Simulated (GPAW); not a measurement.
# PbSe (Clausthalite): single point with PBE

**Experimental background.**

From a printed reference work, monograph, for a bulk crystal of PbSe at 4.2 K: band gap 0.15 eV (direct).

The system is PbSe (Clausthalite).

```xyz
2
Lattice="0.0000 3.0606 3.0606 3.0606 0.0000 3.0606 3.0606 3.0606 0.0000" Properties=species:S:1:pos:R:3 pbc="T T T"
Pb    0.0000    0.0000    0.0000
Se    3.0606    3.0606    3.0606
```

| Quantity | Value |
| --- | --- |
| Program | GPAW 26.7.0 |
| Task | single point |
| Functional | PBE |
| Potentials or basis | GPAW PAW data sets (gpaw-data 1.2.1) |
| Cutoff | 600 eV |
| Basis | pw |
| k mesh | 8 × 8 × 8 |
| Occupations | gaussian, width 0.015 eV |
| Spin | no spin polarisation |

```json
{
  "Pressure": "2.2 GPa",
  "Band gap on the k mesh": "0.24 eV, direct"
}
```

Levels at points of the mesh, in eV from the valence-band top:
```
           k point  band 7  band 8  band 9  band 10  band 11  band 12  band 13  band 14
(0.00, 0.00, 0.00)   -6.27   -1.93   -1.93    -1.93     4.65     4.65     4.65     6.49
(0.50, 0.50, 0.00)   -7.34   -5.03   -3.28    -3.28     3.66     5.55     5.55     5.99
(0.50, 0.50, 0.50)   -8.78   -1.51   -1.51     0.00     0.24     1.63     1.63     8.52
```

Run time: 14 s on 1 thread of Arm Neoverse V2, on a shared host, peak memory 0.17 GiB.

Against the measured gap of PbSe, 0.15 eV (direct; 4.2 K; a printed reference work, monograph), the calculated 0.24 eV is off by +0.09 eV. 2 values of this kind are on record (0.15 to 0.28 eV); this one was drawn at random. Spin-orbit coupling on Pb, Se is left out. The value is that of PBE on a finite k mesh, which can miss the band edges, without temperature or zero-point motion.

Caveat: spin-orbit coupling is left out, which as a rule narrows the gap of such compounds by several tenths of an eV.
